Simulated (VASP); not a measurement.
Wanted: the native input for a VASP 6.6.1 run.

- Task: single point
- Functional: PBEsol
- Potentials or basis: VASP PAW PBE potentials, release 64 (Ag)
- Cutoff: 520 eV
- k mesh: 14 × 14 × 8
- Occupations: fermi-dirac, width 0.1 eV
- Spin: no spin polarisation
- Dipole correction: no
- Further INCAR settings: ALGO = Normal; EDIFF = 1e-06; NBANDS = 18

The structure of Ag lies in POSCAR:

```
Ag
1.0
    2.8767343382      0.0000000000      0.0000000000
   -1.4383671691      2.4913250168      0.0000000000
    0.0000000000      0.0000000000      4.6650358030
Ag
2
Direct
    0.3333333333      0.6666666667      0.2500000000
    0.6666666667      0.3333333333      0.7500000000
```

This isn't the form of Ag at room conditions, which is fcc.

One way to write it, as run:

INCAR

```
SYSTEM = Ag
  PREC = Accurate
  ENCUT = 520
  EDIFF = 1E-6
  ISMEAR = -1
  SIGMA = 0.1
  LREAL = .FALSE.
  LASPH = .TRUE.
  NELM = 60
  ALGO = Normal
  ISIF = 2
  LWAVE = .FALSE.
  LCHARG = .FALSE.
  GGA = PS
  NBANDS = 18
```

KPOINTS

```
regular mesh
0
G
  14 14 8
  0 0 0
```

Potentials or basis: VASP PAW PBE potentials, release 64 (Ag).

Run with:

```bash
$ cat potpaw_PBE.64/Ag/POTCAR > POTCAR
$ mpirun -np 1 vasp_std > vasp.out
```

It gave:

```yaml
Pressure: -0.3 GPa
Band_gap_on_the_k_mesh: none (metal or under the smearing width)
```

Caveat: the PAW data sets were made with another functional, which shifts forces and pressure a little.

Run time: 48 s on 1 thread of Intel(R) Xeon(R) Platinum 8259CL CPU @ 2.50GHz (Skylake/Cascade Lake), on a shared host, peak memory 0.19 GiB.
